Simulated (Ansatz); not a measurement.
# BiTe: pressure against volume

BiTe, Fm-3m, a = 6.394 Å. The structure is a COD entry; whether it is the stable form wasn't checked. Ansatz: PBEsol, PAW, 420 eV, Γ-centred 12×12×12 mesh on 2 atoms, Gaussian smearing 0.10 eV; no spin polarisation. Symmetry fixes shape and atoms, so the cell is only scaled; pressure is positive in compression.

```tsv
V (Å³/atom)	P (GPa)
28.759	9.33
29.739	6.37
30.720	?
31.700	1.77
32.681	0.00
33.661	-1.49
34.641	-2.75
35.949	-4.12
```

Question: Take V0 = 32.681 Å³/atom, fit the third-order Birch–Murnaghan form to the other rows, and predict the missing pressure.

Answer: With the Eulerian strain f = ½[(V0/V)^(2/3) − 1] and y = P/[3f(1 + 2f)^(5/2)], the form is the line y = B0 + 1.5 B0 (B0′ − 4) f. Rows (f, y): 0.04448, 56.5; 0.03245, 55.9; 0.01026, 54.7; -0.00975, 53.5; -0.01904, 53.1; -0.03078, 52.3. Means f = 0.004603, y = 54.333; Σ(Δf)² = 0.004415, ΣΔfΔy = 0.2452; the slope is their ratio. y = 54.08 + 55.54 f GPa, so B0 = 54.1 GPa and B0′ = 4 + 2 × (55.54)/(3 × 54.08) = 4.68. At V = 30.720, f = 0.02106, y = 55.25 and P = 3.87 GPa. The run gave 3.87 GPa, the same to the digits shown.

Spin–orbit coupling is left out, which can shift energies with elements as heavy as these.